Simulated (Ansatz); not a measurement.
Level of theory: DFT PBE, scalar-relativistic, plane waves, PAW in Ansatz 0.2.0. All cells share a 420 eV cutoff and Γ-centred k meshes spaced at most about 0.3 Å⁻¹ (about 0.25 or finer for metals, 2π included). No spin polarisation in the final relaxations.

All energies are static (0 K, no zero-point motion).

Two relaxed structures of Sn4Ge:

A.

```yaml
crystal:
  lattice:
    - [-4.08824, 4.08824, 1.95981]
    - [4.08824, -4.08824, 1.95981]
    - [4.08824, 4.08824, -1.95981]
  atoms:
    - { symbol: Sn, position: [0.22257, 0.43082, 0.65339] }
    - { symbol: Sn, position: [0.56918, 0.22257, 0.79175] }
    - { symbol: Sn, position: [0.43082, 0.77743, 0.20825] }
    - { symbol: Sn, position: [0.77743, 0.56918, 0.34661] }
    - { symbol: Ge, position: [0.00000, 0.00000, 0.00000] }
```

B.

```yaml
crystal:
  lattice:
    - [1.69032, 0.97591, 13.32920]
    - [-1.69032, 0.97591, 13.32920]
    - [0.00000, -1.95182, 13.32920]
  atoms:
    - { symbol: Sn, position: [0.60564, 0.60564, 0.60564] }
    - { symbol: Sn, position: [0.20149, 0.20149, 0.20149] }
    - { symbol: Sn, position: [0.79851, 0.79851, 0.79851] }
    - { symbol: Sn, position: [0.39436, 0.39436, 0.39436] }
    - { symbol: Ge, position: [0.00000, 0.00000, 0.00000] }
```

Question: Which is lower in energy, and by how much?

Answer: A is lower, by 23 meV/atom. A has Sn and Ge ordered on bcc sites, space group I4/m (No. 87), 26.2 Å³/atom and no gap on its mesh; B has Sn and Ge ordered on fcc sites, space group R-3m (No. 166), 26.4 Å³/atom and no gap. Counting Sn atoms around Ge (those within 1.25 times the shortest such distance or 1.15 times the sum of covalent radii; the shortest distance is added where it is long for a bond), A has Ge 8 and B has Ge 6 from 3.1 Å. Even the lower one lies +0.11 eV/atom against the reference forms of the elements (uncorrected), so neither is stable at this level. Both come from invented guesses.

Cells relaxed within their symmetry can be saddle points.
